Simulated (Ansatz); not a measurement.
BN, one structure, two calculations

Cell: a computed structure from the Materials Project (it need not be an observed phase), whose atoms a relaxation with PBE at fixed cell left in place.

```cif
data_structure
_symmetry_space_group_name_H-M 'P 1'
_symmetry_Int_Tables_number 1
_cell_length_a 4.1121
_cell_length_b 2.5017
_cell_length_c 3.7127
_cell_angle_alpha 80.290
_cell_angle_beta 36.846
_cell_angle_gamma 62.865
_cell_volume 18.95
loop_
_atom_site_label
_atom_site_type_symbol
_atom_site_fract_x
_atom_site_fract_y
_atom_site_fract_z
_atom_site_occupancy
B1 B 0.00005 0.00005 0.99995 1
N2 N 0.66665 0.66665 0.33335 1
```

Atoms are numbered from 1 in the order listed; like atoms form one site, named after its first atom.

First run. Level of theory: DFT, PBE, plane waves and PAW, scalar-relativistic, 420 eV cutoff, Γ-centred 16×16×16 k-points, Fermi–Dirac smearing 0.01 eV (Ansatz 0.2.0).

```tsv
site	atom	V_zz (10²¹ V/m²)	η
B	1	2.80	0.00
N	2	-0.22	0.03
```

Second run. The same atoms and settings, except that the functional is r2SCAN and the cutoff is 500 eV.

Task: Given the first result, estimate the second.

Result: 

```csv
site,atom,V_zz,η,change of V_zz
B,1,2.93,0.00,+0.13
N,2,-0.26,0.01,-0.04
```

The largest change of V_zz is on B, from 2.80 to 2.93. In per cent, |V_zz| changes by +5 on B (all sites that start above 0.5).
